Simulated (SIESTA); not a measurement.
Runs of SIESTA 5.4.2 on Se. It takes space group P3_121 (No. 152, trigonal). The conventional cell has a = 4.366 Å, b = 4.366 Å, c = 4.954 Å, α = 90.00°, β = 90.00°, γ = 120.00°. Se (site symmetry 2) has 2 Se at 2.37 Å as nearest neighbours. 

```tsv
potentials or basis	gap on the mesh (eV)	pressure (GPa)	largest force (eV/Å)
PseudoDojo 0.4 standard (PBEsol files), TZDP (energy shift 0.003 Ry; two zetas on semicore shells)	1.11	3.6	1.22
PseudoDojo 0.4 standard (PBEsol files), DZP (energy shift 0.003 Ry; two zetas on semicore shells)	(c)	4.4	1.51
PseudoDojo 0.4 standard (PBEsol files), SZP (energy shift 0.003 Ry)	0.98	8.0	2.95
PseudoDojo 0.4 standard (PBEsol files), DZ (energy shift 0.003 Ry; two zetas on semicore shells)	0.99	4.8	1.81
PseudoDojo 0.4 standard (PBEsol files), SZ (energy shift 0.003 Ry)	0.98	12.7	3.78
PseudoDojo 0.4 standard (PBEsol files), TZP (energy shift 0.003 Ry; two zetas on semicore shells)	(a)	(b)	1.40
```

Alike in all rows: task band structure; level PBEsol; no spin polarisation; cell as given; k mesh 7 × 7 × 6; smearing fermi-dirac 0.05 eV; grid cutoff 500 Ry; energy shift 0.003 Ry.

Question: Estimate the missing entries.

Answer: (a) 1.03; (b) 4.1; (c) 1.02.

Caveats: the mesh misses the band edges, which the band path finds closer together; the basis of atomic orbitals isn't converged, which shifts pressures, moduli and gaps; forces of over 1 eV/Å show positions far from the minimum, so gaps and moduli don't describe the material at rest; the basis has no polarisation orbitals (some runs).

A k mesh can miss the band edges, and the runs leave out spin-orbit coupling on Se.
